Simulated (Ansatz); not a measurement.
## MgO2 under changes of volume

One of the cells (10.390 Å³/atom); the others are scaled copies at fixed shape and fractional positions:

```
CELL_PARAMETERS angstrom
1.60476 0.92651 3.49398
-1.60476 0.92651 3.49398
0.00000 -1.85302 3.49398
ATOMIC_POSITIONS crystal
Mg 0.00000 0.00000 0.00000
O 0.57121 0.57121 0.57121
O 0.42879 0.42879 0.42879
```

The cell comes from a database or a generator and needn't be the stable form of this composition.

- Program: Ansatz 0.2.0
- Functional: PBEsol
- Potentials or basis: Ansatz PAW
- Cutoff: 420 eV (not typed: the program's choice for these potentials)
- k mesh: 10 × 10 × 10
- Occupations: fermi-dirac, width 0.05 eV
- Spin: no spin polarisation

```csv
volume (Å³/atom),energy over the lowest point (meV/atom),pressure (GPa),gap on the mesh (eV),largest force (eV/Å)
9.766,2.64,3.6,2.62,0.006
9.974,0.00,0.5,2.48,0.113
10.182,1.21,-2.3,2.36,0.212
10.390,5.85,-4.8,2.23,0.304
10.598,13.62,-7.1,2.11,0.389
10.805,?,?,?,?
11.013,37.21,-11.0,1.90,0.542
```

Question: What does the run at 10.805 Å³/atom give?

Answer: Energy over the lowest point 24.16 meV/atom; pressure -9.1 GPa; gap on the mesh 2.00 eV; largest force 0.469 eV/Å.

Worked out: A Birch-Murnaghan fit of order 3 (a polynomial in V^(-2/3)) to the other rows has its minimum at 10.01 Å³/atom with B0 = V·E''(V) = 139 GPa and B' = 4.0 at fixed shape and positions, which overstates the stiffness. It gives 24.13 meV/atom at 10.805 Å³/atom, against the run's 24.16, and -dE/dV = -9.1 GPa, against -9.1. A straight line through the other rows of the gap, of slope -6 eV per unit of ln V (its deformation potential), gives 2.00 eV, against the run's 2.00.

Energies are extrapolated to zero smearing.

Caveats: the PAW data sets come from PBE, with cores solved anew for the run's functional, which leaves a small shift of forces and pressure.

A mesh can miss the band edges.
